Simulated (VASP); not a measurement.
## ZnS (strained zincblende): a PBE single-point calculation in VASP

INCAR

```
ENCUT = 520
NBANDS = 16
LASPH = .TRUE.
NELM = 120
GGA = PE
ISIF = 2
LWAVE = .FALSE.
EDIFF = 1E-7
SIGMA = 0.02
LCHARG = .FALSE.
ISMEAR = -1
IBRION = -1
PREC = Accurate
LREAL = .FALSE.
NSW = 0
```

KPOINTS

```
KPOINTS created by Atomic Simulation Environment
0
Gamma
8 8 8
0 0 0
```

KPOINTS_OPT

```
special points
6
Reciprocal
0.0000000000 0.0000000000 0.0000000000 1
-0.5000000000 -0.5000000000 0.0000000000 1
-0.3750000000 -0.3750000000 0.2500000000 1
-0.3750000000 0.0000000000 0.3750000000 1
0.0000000000 0.0000000000 0.5000000000 1
-0.5000000000 -0.2500000000 0.2500000000 1
```

POSCAR

```
Zn S
 1.0000000000000000
     0.1194525264000000    2.7057749247000000    2.7057749247000000
     2.7057749247000000    0.1194525264000000    2.7057749247000000
     2.7057749247000000    2.7057749247000000    0.1194525264000000
 Zn  S
   1   1
Cartesian
  0.0237799178023345  0.0237799178023345  0.0237799178023345
  1.3589706761476661  1.3589706761476661  1.3589706761476661
```

VASP ran with the recommended PBE PAW datasets (18 valence electrons in the cell).

Command

```
mpirun -np 1 vasp_std
```

OSZICAR

```
N       E                     dE             d eps       ncg     rms          rms(c)
DAV:   1     0.911775128862E+02    0.91178E+02   -0.89500E+03  2088   0.138E+03
DAV:   2    -0.149887320885E+01   -0.92676E+02   -0.86365E+02  2440   0.266E+02
DAV:   3    -0.712773565632E+01   -0.56289E+01   -0.56084E+01  2560   0.637E+01
DAV:   4    -0.718613449616E+01   -0.58399E-01   -0.58387E-01  2600   0.677E+00
DAV:   5    -0.718677243529E+01   -0.63794E-03   -0.63793E-03  2576   0.678E-01    0.776E+00
DAV:   6    -0.676953044137E+01    0.41724E+00   -0.75149E-01  3104   0.313E+01    0.598E+00
DAV:   7    -0.674541415203E+01    0.24116E-01   -0.27688E-01  2608   0.492E+00    0.296E+00
DAV:   8    -0.674454297687E+01    0.87118E-03   -0.62885E-03  2672   0.118E+00    0.770E-01
DAV:   9    -0.674465416804E+01   -0.11119E-03   -0.14937E-03  2592   0.300E-01    0.871E-02
DAV:  10    -0.674477989646E+01   -0.12573E-03   -0.17432E-04  2584   0.980E-02    0.439E-02
DAV:  11    -0.674480017084E+01   -0.20274E-04   -0.41000E-05  2464   0.523E-02    0.107E-02
DAV:  12    -0.674480102284E+01   -0.85201E-06   -0.28405E-06  2752   0.173E-02    0.591E-03
DAV:  13    -0.674480120683E+01   -0.18398E-06   -0.43653E-07  2488   0.900E-03    0.205E-03
DAV:  14    -0.674480119774E+01    0.90913E-08   -0.30422E-08  2136   0.341E-03
   1 F= -.67448012E+01 E0= -.67448012E+01  d E =-.254245E-10
       N       E                     dE             ncg
DAV:   1     0.229770227163E+04   -0.32883E+04      200
DAV:   2     0.179669926436E+04   -0.50100E+03      224
DAV:   3     0.176695836995E+04   -0.29741E+02      248
DAV:   4     0.176670419198E+04   -0.25418E+00      240
DAV:   5     0.176670155936E+04   -0.26326E-02      248
DAV:   6     0.176670151599E+04   -0.43374E-04      232
DAV:   7     0.176670151512E+04   -0.86926E-06      264
DAV:   8     0.176670151510E+04   -0.16377E-07      176
```

From OUTCAR

```
k-points           NKPTS =     65   k-points in BZ     NKDIM =     65   number of bands    NBANDS=     16

   NELECT =      18.0000    total number of electrons

   dimension x,y,z NGX =    28 NGY =   28 NGZ =   28
   dimension x,y,z NGXF=    56 NGYF=   56 NGZF=   56

  energy-cutoff  :      520.00
  volume of cell :       37.00
      direct lattice vectors                 reciprocal lattice vectors
     0.119452526  2.705774925  2.705774925    -0.197499914  0.189149484  0.189149484
     2.705774925  0.119452526  2.705774925     0.189149484 -0.197499914  0.189149484
     2.705774925  2.705774925  0.119452526     0.189149484  0.189149484 -0.197499914

 k-points in reciprocal lattice and weights: KPOINTS created by Atomic Simulation Env
   0.00000000  0.00000000  0.00000000       0.002
   0.12500000 -0.00000000 -0.00000000       0.012
   0.25000000 -0.00000000 -0.00000000       0.012
   0.37500000  0.00000000  0.00000000       0.012
   0.50000000 -0.00000000 -0.00000000       0.006
   0.12500000  0.12500000  0.00000000       0.012
   0.25000000  0.12500000 -0.00000000       0.023
   0.37500000  0.12500000  0.00000000       0.023
   ...

 E-fermi :   3.2481

 k-point     1 :       0.0000    0.0000    0.0000
  band No.  band energies     occupation
      1     -10.8670      2.00000
      2      -3.9251      2.00000
      3      -3.8548      2.00000
      4      -3.8548      2.00000
      5      -3.3115      2.00000
      6      -3.3115      2.00000
      7       2.4247      2.00000
      8       2.8759      2.00000
      9       2.8759      2.00000
     10       5.0052      0.00000
     11       8.6372      0.00000
     12       9.4180      0.00000
     13       9.4180      0.00000
     14      14.5853      0.00000
     15      14.5853      0.00000
     16      14.9882      0.00000

 k-point     2 :       0.1250   -0.0000   -0.0000
  band No.  band energies     occupation
      1     -10.7307      2.00000
      2      -3.9067      2.00000
      3      -3.8521      2.00000
      4      -3.8337      2.00000
      5      -3.3163      2.00000
      6      -3.3116      2.00000
      7       1.6565      2.00000
      8       2.3293      2.00000
      9       2.7058      2.00000
     10       5.7537      0.00000
     11       9.0179      0.00000
     12       9.2625      0.00000
     13       9.6588      0.00000
     14      13.7810      0.00000
     15      14.0398      0.00000
     16      15.7403      0.00000

 k-point     3 :       0.2500   -0.0000   -0.0000
  band No.  band energies     occupation
      1     -10.3717      2.00000
      2      -3.8686      2.00000
      3      -3.7982      2.00000
      4      -3.7902      2.00000
      5      -3.3184      2.00000
      6      -3.3011      2.00000
      7      -0.1523      2.00000
      8       1.9511      2.00000
      9       2.3397      2.00000
     10       6.2018      0.00000
     11       9.3507      0.00000
     12       9.8955      0.00000
     13      10.0923      0.00000
     14      13.3759      0.00000
     15      14.0671      0.00000
     16      15.0266      0.00000

 k-point     4 :       0.3750    0.0000    0.0000
  band No.  band energies     occupation
      1      -9.9575      2.00000
      2      -3.7882      2.00000
      3      -3.7605      2.00000
      4      -3.6218      2.00000
      5      -3.2976      2.00000
      6      -3.2719      2.00000
      7      -1.8044      2.00000
      8       1.6348      2.00000
      9       2.0172      2.00000
     10       6.0588      0.00000
     11       9.4890      0.00000
     12       9.7192      0.00000
     13      11.2510      0.00000
     14      14.2971      0.00000
     15      14.8817      0.00000
     16      15.4888      0.00000

 k-point     5 :       0.5000   -0.0000   -0.0000
  band No.  band energies     occupation
      1      -9.7643      2.00000
      2      -3.7653      2.00000
      3      -3.7528      2.00000
      4      -3.3288      2.00000
      5      -3.2535      2.00000
      6      -3.0639      2.00000
      7      -2.8852      2.00000
      8       1.5132      2.00000
      9       1.8925      2.00000
     10       5.9584      0.00000
     11       9.4181      0.00000
     12       9.5862      0.00000
     13      11.7855      0.00000
     14      15.1852      0.00000
     15      15.4934      0.00000
     16      16.9776      0.00000

 k-point     6 :       0.1250    0.1250    0.0000
  band No.  band energies     occupation
      1     -10.6921      2.00000
      2      -3.9230      2.00000
      3      -3.8401      2.00000
      4      -3.8139      2.00000
      5      -3.3316      2.00000
      6      -3.2984      2.00000
      7       1.5664      2.00000
      8       2.1734      2.00000
      9       2.4480      2.00000
     10       6.1794      0.00000
     11       8.4081      0.00000
     12       9.6473      0.00000
     13      10.0506      0.00000
     14      12.8347      0.00000
     15      14.7852      0.00000
     16      16.3244      0.00000

 k-point     7 :       0.2500    0.1250   -0.0000
  band No.  band energies     occupation
      1     -10.4119      2.00000
      2      -3.9156      2.00000
      3      -3.7889      2.00000
      4      -3.7656      2.00000
      5      -3.3412      2.00000
      6      -3.2867      2.00000
      7       0.3434      2.00000
      8       1.6311      2.00000
      9       2.0698      2.00000
     10       6.7949      0.00000
     11       8.5353      0.00000
     12      10.1540      0.00000
     13      10.3451      0.00000
     14      12.5512      0.00000
     15      14.6769      0.00000
     16      16.7049      0.00000

 k-point     8 :       0.3750    0.1250    0.0000
  band No.  band energies     occupation
      1     -10.0110      2.00000
      2      -3.8283      2.00000
      3      -3.7387      2.00000
      4      -3.6745      2.00000
      5      -3.3184      2.00000
      6      -3.2662      2.00000
      7      -1.2290      2.00000
      8       1.2740      2.00000
      9       1.6078      2.00000
     10       6.7574      0.00000
     11       9.1130      0.00000
     12      10.2974      0.00000
     13      10.6945      0.00000
     14      13.6963      0.00000
     15      15.4123      0.00000
     16      16.1066      0.00000

 k-point     9 :       0.5000    0.1250   -0.0000
  band No.  band energies     occupation
      1      -9.7256      2.00000
      2      -3.7711      2.00000
      3      -3.7213      2.00000
      4      -3.3905      2.00000
      5      -3.2873      2.00000
      6      -3.1359      2.00000
      7      -2.5070      2.00000
      8       1.0621      2.00000
      9       1.4060      2.00000
     10       6.6613      0.00000
     11       8.9558      0.00000
     12      10.0703      0.00000
     13      11.9241      0.00000
     14      15.0035      0.00000
     15      15.6422      0.00000
     16      16.6839      0.00000

 k-point    10 :      -0.3750    0.1250   -0.0000
  band No.  band energies     occupation
      1      -9.7801      2.00000
      2      -3.7661      2.00000
      3      -3.7369      2.00000
      4      -3.4961      2.00000
      5      -3.3022      2.00000
      6      -3.1974      2.00000
      7      -2.1693      2.00000
      8       0.9929      2.00000
      9       1.6097      2.00000
     10       6.7168      0.00000
     11       9.0893      0.00000
     12       9.9085      0.00000
     13      11.3407      0.00000
     14      14.2796      0.00000
     15      15.6198      0.00000
     16      17.4418      0.00000

 k-point    11 :      -0.2500    0.1250   -0.0000
  band No.  band energies     occupation
      1     -10.1279      2.00000
      2      -3.8423      2.00000
      3      -3.7628      2.00000
      4      -3.7364      2.00000
      5      -3.3381      2.00000
      6      -3.2603      2.00000
      7      -0.7508      2.00000
      8       1.2287      2.00000
      9       2.0136      2.00000
     10       6.8261      0.00000
     11       9.2778      0.00000
     12       9.7122      0.00000
     13      10.2167      0.00000
     14      12.7923      0.00000
     15      15.6167      0.00000
     16      16.3230      0.00000

 k-point    12 :      -0.1250    0.1250    0.0000
  band No.  band energies     occupation
      1     -10.5135      2.00000
      2      -3.8985      2.00000
      3      -3.8263      2.00000
      4      -3.7953      2.00000
      5      -3.3356      2.00000
      6      -3.2929      2.00000
      7       0.7490      2.00000
      8       1.8258      2.00000
      9       2.3921      2.00000
     10       6.4121      0.00000
     11       8.8068      0.00000
     12       9.4951      0.00000
     13      10.1369      0.00000
     14      12.7512      0.00000
     15      14.3109      0.00000
     16      16.8960      0.00000

 ...

  Total        1.6836087      1.6836087      1.6836087     -0.5252487     -0.5252487     -0.5252487
  in kB       72.9092418     72.9092418     72.9092418    -22.7460703    -22.7460703    -22.7460703
  external PRESSURE =      72.9092418 kB  Pullay stress =       0.0000000 kB

 POSITION                                       TOTAL-FORCE (eV/Angst)
 -----------------------------------------------------------------------------------
      0.02378      0.02378      0.02378         0.013324      0.013324      0.013324
      1.35897      1.35897      1.35897        -0.013324     -0.013324     -0.013324
 -----------------------------------------------------------------------------------
    total drift:                               -0.000218     -0.000218     -0.000218

  FREE ENERGIE OF THE ION-ELECTRON SYSTEM (eV)
  ---------------------------------------------------
  free  energy   TOTEN  =        -6.7448011977 eV

  energy  without entropy=       -6.7448011977  energy(sigma->0) =       -6.74480120
```

| Item | Value |
| --- | --- |
| gap between bands v and c | 2.13 eV |
| least direct gap | 2.13 eV |
| pressure | 7.3 GPa |
| largest force | 0.02 eV/Å |

Band v is the last that the valence electrons fill when counted band by band, and c is the next.

The run took about 38 s on one core of a shared host (Intel Xeon Platinum 8488C) and held 0.2 GiB at most.
